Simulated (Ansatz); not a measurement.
The cell is COD entry 9009735, as deposited and not checked against the literature; nothing was relaxed. The listed cell was then made from it by scaling, straining or moving an atom.

KI: DFT, PBEsol, all-electron LAPW, scalar-relativistic (Ansatz 0.2.0). What sets it apart from a plain run of this crystal: equal xx and yy strain of +2 %.

Command: `ansatz run input.yaml --threads 1 --pin off --max-ram 3072MiB --backend cpu --events-out ev --progress --plain --runs-dir out` The run took 9 s on 1 thread of Intel(R) Xeon(R) Platinum 8375C CPU @ 2.90GHz (Ice Lake), on a shared host, peak memory 0.34 GiB.

```yaml
crystal:
  lattice:
    - [0.0, 3.595041, 3.52455]
    - [3.595041, 0.0, 3.52455]
    - [3.595041, 3.595041, 0.0]
  atoms:
    - { symbol: K, position: [0.0, 0.0, 0.0] }
    - { symbol: I, position: [0.5, 0.5, 0.5] }
kpoints:
  mp_grid: { grid: [8, 8, 8] }
  band_path:
    path:
      - [0.0, 0.0, 0.0]
      - [0.0, 0.5, 0.5]
      - [0.25, 0.75, 0.5]
      - [0.0, 0.5, 0.0]
      - [0.0, 0.0, 0.0]
      - [0.5, 0.5, 0.0]
      - [0.38005, 0.61995, 0.0]
      - [-0.38005, 0.38005, 0.0]
      - [0.0, 0.0, 0.0]
    npoints: 5
scf:
  occupations: { method: fermi_dirac, width: 0.01 }
hamiltonian:
  xc: pbesol
  pseudopotentials: { kind: all_electron, lapw: { basis_error: 0.001 } }
output:
  forces: true
  stress: true
  eigenvalues: true
```

Output (standing set-up lines are left out):

```
Crystal: 2 atoms, lattice volume = 91.105 Å³
Basis set: ecut = 116.7328169463739 eV, 267 PW (Γ), exchange–correlation at level 2
Symmetry: 16 space group operations
Space group: I4/mmm (ITA 139), of the structure as read, at distance tolerance 4.5e-5 Å
k-points: 59 of 512
iter 1 solved again at ethr=6.81e-4 eV; its pass at ethr=1.00e-1 eV (dr2=2.31e-1 eV) is discarded
SCF iter   1: F=—  HF=-209927.159199 eV  |F-HF|=—  |Δ(HF+E_count)|=         —  Δρ=9.06e-3  dr2=2.31e-1  ethr=6.81e-4  ⟨swp⟩=2.5  Hψ=7981  notcnv=0
preconditioner: auto → none  [insulator: Δε(μ)=3.999 eV  Ē_g=13.524 eV  σ=0.010 eV  W_gap=1.00  n_scr=14 (ndim 8)  ℏωp=14.6 eV  f_vac=0.084  D(μ)=0.00/eV (n_scr^D=0)  ε∞_Penn≈2.2]
iter 2 solved again at ethr=4.78e-5 eV; its pass at ethr=6.80e-4 eV (dr2=1.62e-2 eV) is discarded
SCF iter   2: F=—  HF=-209927.080761 eV  |F-HF|=—  |Δ(HF+E_count)|=   7.84e-2  Δρ=2.54e-3  dr2=1.62e-2  ethr=4.78e-5  ⟨swp⟩=2.0  Hψ=6905  notcnv=0
SCF iter   3: F=—  HF=-209927.086520 eV  |F-HF|=—  |Δ(HF+E_count)|=         —  Δρ=1.19e-3  dr2=3.65e-3  ethr=4.78e-5  ⟨swp⟩=3.0  Hψ=4304  notcnv=0
the basis was enlarged: its passes take 29.8 KiB over the memory plan, 1 of 1 planned eigensolver slots
SCF iter   4: F=—  HF=-209927.088956 eV  |F-HF|=—  |Δ(HF+E_count)|=   2.44e-3  Δρ=2.05e-4  dr2=8.41e-5  ethr=1.07e-5  ⟨swp⟩=3.1  Hψ=4356  notcnv=0
SCF iter   5: F=—  HF=-209927.089167 eV  |F-HF|=—  |Δ(HF+E_count)|=   2.11e-4  Δρ=3.43e-5  dr2=2.26e-6  ethr=2.47e-7  ⟨swp⟩=3.0  Hψ=4244  notcnv=0
SCF iter   6: F=—  HF=-209927.089175 eV  |F-HF|=—  |Δ(HF+E_count)|=   7.70e-6  Δρ=3.84e-6  dr2=2.38e-8  ethr=6.65e-9  ⟨swp⟩=3.0  Hψ=4018  notcnv=0
SCF iter   7: F=-209927.089175 eV  HF=-209927.089175 eV  |F-HF|=5.50e-9  |Δ(HF+E_count)|=   7.01e-8  Δρ=9.30e-7  dr2=1.34e-9  ethr=6.99e-11  ⟨swp⟩=3.0  Hψ=4203  notcnv=0
SCF 1 converged in 7 iterations: F = -209927.089175 eV  dr2 = 1.34e-9
NSCF: frozen V_eff on 41 k-points
SCF converged after 7 iterations
Free energy (F): -209927.089175 eV
Harris-Foulkes:  -209927.089175 eV  (|F-HF|=5.50e-9)
Internal energy: -209927.089175 eV  (E = F + TS)
E sigma→0 (E₀):  -209927.089175 eV
Fermi energy:    4.659886 eV
--- Per-component energies (eV) ---
  E_band       = -1548.740316
  E_kinetic    = 221317.385559
  E_xc         = -5747.138158
  E_electrostatic = -425497.336576  (all electrons and nuclei)
  E_smearing   = -0.000000  (= −TS)
  E_closure    = 0.000000  (closes the sum)
  E_atoms      = -209921.316799  (free atoms, spherical and without spin; not in F)
  Σ components = -209927.089175   (vs F -209927.089175, Δ=0.00e0)
  Basis errors (estimates in eV, not in F): energy 4.3e-4 per atom: plane waves 3.9e-4 (2.0e-4 summed), levels above the bands 6.4e-231, relativity 3.4e-9, radial functions 4.5e-5, core shells 4.8e-8; eigenvalues (radial functions only) 2.3e-6; not estimated: angular momenta, meshes, grids; target (lapw.basis_error) 1.0e-3; muffin-tin radii K 1.733 Å, I 1.792 Å
--- Forces (eV/Å), atoms counted from 1 ---
  atom   1  K      0.00000000     0.00000000    -0.00000000
  atom   2  I     -0.00000000     0.00000000     0.00000000
  max |Σ_I F_I| component: 5.92e-31 eV/Å
--- Stress (GPa, compression-positive) ---
       -0.722970       0.000000       0.000000
        0.000000      -0.722970      -0.000000
        0.000000      -0.000000      -0.334830
  P = ⅓ Tr σ = -0.5936 GPa (-5.936 kbar)
--- Band table (eV; the first three rows and the last of 59) ---
  k-point 0: bands = ["-169.9185", "-116.9832", "-116.9832", "-116.9828", "-39.9014", "-39.9011", "-39.8985", "-39.8985", "-39.8985", "-25.6006", "-9.1506", "-9.1496", "-9.1496", "-7.7185", "2.7785", "2.7785", "2.7800", "6.5293", "9.1959", "9.1959", "9.3150"]
  k-point 1: bands = ["-169.9185", "-116.9832", "-116.9832", "-116.9828", "-39.9014", "-39.9011", "-39.8985", "-39.8985", "-39.8985", "-25.6004", "-9.1721", "-9.1504", "-9.1501", "-7.6797", "2.5296", "2.7279", "2.7298", "6.9042", "9.1404", "9.3618", "9.4430"]
  k-point 2: bands = ["-169.9185", "-116.9832", "-116.9832", "-116.9828", "-39.9014", "-39.9011", "-39.8985", "-39.8985", "-39.8985", "-25.5998", "-9.2215", "-9.1513", "-9.1508", "-7.5893", "2.0441", "2.6117", "2.6155", "7.6253", "9.2353", "9.7898", "9.8632"]
  k-point 58: bands = ["-169.9185", "-116.9832", "-116.9832", "-116.9828", "-39.9014", "-39.9010", "-39.8985", "-39.8984", "-39.8984", "-25.5982", "-9.1923", "-9.1673", "-9.1673", "-7.5842", "1.8246", "2.4056", "2.4056", "7.6597", "8.4004", "10.8605", "11.3255"]
```
